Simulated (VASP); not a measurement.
Crystal: Bi.

```
CELL_PARAMETERS angstrom
4.45408 -2.49440 0.00000
4.45408 2.49440 0.00000
-0.13723 0.00000 4.16295
ATOMIC_POSITIONS crystal
Bi 0.67600 0.67600 0.67500
Bi 0.32400 0.32400 0.32500
Bi 0.00000 0.00000 0.00000
```

The cell was built by a generator and needn't be a form met in nature.

| Property | Result |
| --- | --- |
| Program | VASP 6.6.1 |
| Task | relaxation of cell and atoms |
| Functional | PBE |
| Potentials or basis | VASP PAW PBE potentials, release 64 (Bi_d) |
| Cutoff | 600 eV |
| k mesh | 4 × 4 × 4 |
| Occupations | gaussian, width 0.1 eV |
| Spin | no spin polarisation |

At the start: pressure 5.0 GPa; volume 30.83 Å³/atom.

Problem. How do energy, volume and symmetry change on relaxing?

Solution. Over 14 steps the energy falls by 182.2 meV/atom and the volume is 35.09 Å³/atom (+13.8 %); space group R-3m (No. 166, to 0.05 Å).

The path:
| step | energy change (eV) | largest force (eV/Å) | pressure (GPa) | volume (Å³) |
| --- | --- | --- | --- | --- |
| 1 | 0.0000 | 0.4004 | 4.96 | 92.50 |
| 2 | -0.1423 | 0.1498 | -1.82 | 105.85 |
| 3 | -0.1582 | 0.2041 | -0.40 | 102.40 |
| 4 | -0.2230 | 0.1919 | -0.52 | 103.18 |
| 5 | -0.3941 | 0.1123 | -0.56 | 104.91 |
| 6 | -0.4561 | 0.1565 | 0.08 | 105.84 |
| 7 | -0.5000 | 0.0739 | -0.28 | 105.88 |
| 8 | -0.4965 | 0.0385 | -0.46 | 105.67 |
| 9 | -0.5041 | 0.0562 | -0.38 | 105.81 |
| 10 | -0.5430 | 0.1227 | -0.12 | 105.38 |
| 11 | -0.5431 | 0.1265 | -0.11 | 105.36 |
| 12 | -0.5449 | 0.0853 | 0.04 | 105.00 |
| 13 | -0.5458 | 0.0329 | 0.24 | 104.52 |
| 14 | -0.5465 | 0.0117 | -0.11 | 105.26 |

Final structure:
```yaml
crystal:
  lattice:
    - [4.11340, -2.37339, 0.07107]
    - [4.11340, 2.37339, 0.07107]
    - [-0.09739, 0.00000, 5.38926]
  atoms:
    - { symbol: Bi, position: [0.66679, 0.66679, 0.66689] }
    - { symbol: Bi, position: [0.33321, 0.33321, 0.33311] }
    - { symbol: Bi, position: [0.00000, 0.00000, 0.00000] }
```

Caveat: the k mesh is coarse (spacing up to 0.38 Å⁻¹), so the values aren't converged.
